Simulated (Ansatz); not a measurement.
# Br (hcp type): how the settings move a single-point run

How sensitive is a single-point run of Br (hcp type) to its settings? A reference run comes first, then one run with altered input.

Program: Ansatz 0.2.0. Level of theory: reference: DFT, PBE, all-electron LAPW, scalar-relativistic. These are calculated values, not measurements.

### 1 The structure to begin with

The structure is hexagonal, space group P6_3/mmc (No. 194). The conventional cell has a = 3.762 Å, b = 3.762 Å, c = 4.309 Å, α = 90.00°, β = 90.00°, γ = 120.00°. Br (site symmetry -6m2) is surrounded by 6 Br at 3.06 Å.

As a file:

```cif
data_structure
_symmetry_space_group_name_H-M 'P 1'
_symmetry_Int_Tables_number 1
_cell_length_a 3.7620
_cell_length_b 3.7620
_cell_length_c 4.3094
_cell_angle_alpha 90.000
_cell_angle_beta 90.000
_cell_angle_gamma 120.000
_cell_volume 52.82
loop_
_atom_site_label
_atom_site_type_symbol
_atom_site_fract_x
_atom_site_fract_y
_atom_site_fract_z
_atom_site_occupancy
Br1 Br 0.33333 0.66667 0.25000 1
Br2 Br 0.66667 0.33333 0.75000 1
```

### 2 The reference run

input.yaml

```yaml
crystal:
  lattice:
    - [3.7619665892, 1.0e-10, 0.0]
    - [-1.8809832946, 3.2579586344, 0.0]
    - [0.0, 0.0, 4.309427813]
  atoms:
    - { symbol: Br, position: [0.3333333333, 0.6666666667, 0.25] }
    - { symbol: Br, position: [0.6666666667, 0.3333333333, 0.75] }
kpoints:
  mp_grid: { grid: [14, 14, 8] }
  band_path:
    path:
      - [0.0, 0.0, 0.0]
      - [0.5, 0.0, 0.0]
      - [0.3333333333, 0.3333333333, 0.0]
      - [0.0, 0.0, 0.0]
      - [0.0, 0.0, 0.5]
      - [0.5, 0.0, 0.5]
      - [0.3333333333, 0.3333333333, 0.5]
      - [0.0, 0.0, 0.5]
      - [0.5, 0.0, 0.5]
    npoints: 8
scf:
  occupations: { method: fermi_dirac, width: 0.05 }
hamiltonian:
  xc: pbe
  pseudopotentials: { kind: all_electron, lapw: { basis_error: 0.001 } }
output:
  forces: true
  stress: true
  eigenvalues: true
  populations: true
  dos: { projected: true, de: 0.2, e_range: [-14, 8] }
```

Command:

```bash
$ ansatz run input.yaml --threads 1 --pin off --max-ram 2048MiB --backend cpu --events-out ev --progress --plain --runs-dir out
```

### 3 Variant: lower_state_search light

input.yaml, as its differences from that of step 2:

```diff
@@ -24,2 +24,3 @@
   occupations: { method: fermi_dirac, width: 0.05 }
+  lower_state_search: light
 hamiltonian:
@@ -32,2 +33 @@
   populations: true
-  dos: { projected: true, de: 0.2, e_range: [-14, 8] }
```

**Question.** What will these runs give? Wanted: for each run, ending; energy change; pressure; gap; force.

As calculated:

| run | ending | energy change | pressure (GPa) | gap (eV) | force (eV/Å) | cycles | time |
| --- | --- | --- | --- | --- | --- | --- | --- |
| reference | converged | 0 | 2.3 | 0.00 | 0.00 | 9 | 30 s |
| 1: lower_state_search light | converged | 0.0 meV/atom | 2.3 | 0.00 | 0.00 | 9 | 31 s |

Times don't compare one to one where runs were asked for different outputs or read a saved state (see the inputs); cycles may leave out searches for a lower state.

Residual by cycle in the longest SCF loop of each run; runs are numbered as in the table. The quantity is the density residual dr2, in eV.

| cycle | reference | run 1 |
| --- | --- | --- |
| 1 | 0.0171 | 0.0171 |
| 2 | 0.00453 | 0.00453 |
| 3 | 2.2e-5 | 2.2e-5 |
| 4 | 2.7e-7 | 2.7e-7 |
| 5 | 5.0e-8 | 5.0e-8 |
| 6 | 1.1e-7 | 1.1e-7 |
| 7 | 2.2e-8 | 2.2e-8 |
| 8 | 9.5e-10 | 9.5e-10 |
| 9 | 1.2e-11 | 1.2e-11 |

The changed input (search for lower states) leaves the energy the same to the digits printed.
